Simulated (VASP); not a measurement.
Set up this calculation in VASP 6.6.1, as the native input.

| Property | Result |
| --- | --- |
| Task | relaxation of cell and atoms |
| Functional | PBEsol |
| Potentials or basis | VASP PAW PBE potentials, release 64 (Ga_d, P) |
| Cutoff | 600 eV |
| k mesh | 8 × 8 × 8 |
| Occupations | gaussian, width 0.03 eV |
| Spin | no spin polarisation |
| Further INCAR settings | ALGO = Normal; EDIFF = 1e-07; IBRION = 2; EDIFFG = -0.005; NSW = 90; ISIF = 3 |

The structure of GaP lies in POSCAR:

```
GaP                                     
1.0
   -0.0000000000      2.7184163015      2.7184163015
    2.7184163015      0.0000000000      2.7184163015
    2.7184163015      2.7184163015     -0.0000000000
  Ga              P             
     1     1
Direct
     0.0000000000000000    0.0000000000000000    0.0000000000000000
     0.2500000000000000    0.2500000000000000    0.2500000000000000
```

One way to write it, as run:

INCAR

```
SYSTEM = GaP
PREC = Accurate
ENCUT = 600
EDIFF = 1E-7
ISMEAR = 0
SIGMA = 0.03
LREAL = .FALSE.
LASPH = .TRUE.
NELM = 80
ALGO = Normal
ISIF = 3
LWAVE = .FALSE.
LCHARG = .FALSE.
GGA = PS
IBRION = 2
NSW = 90
EDIFFG = -0.005
```

KPOINTS

```
regular mesh
0
G
  8 8 8
  0 0 0
```

Potentials or basis: VASP PAW PBE potentials, release 64 (Ga_d, P).

Launch:

```console
$ cat potpaw_PBE.64/Ga_d/POTCAR potpaw_PBE.64/P/POTCAR > POTCAR
$ mpirun -np 1 vasp_std > vasp.out
```

It gave:

| Property | Result |
| --- | --- |
| Pressure after relaxing | 0.0 GPa |
| Band gap on the k mesh | 1.50 eV, indirect (least direct gap 1.81 eV) |

Caveat: the relaxation stopped at its first step, so nothing moved; the PAW data sets were made with another functional, which shifts forces and pressure a little.

Run time: 14 s on 1 thread of Intel(R) Xeon(R) Platinum 8259CL CPU @ 2.50GHz (Skylake/Cascade Lake), with other jobs on the host, peak memory 0.18 GiB.
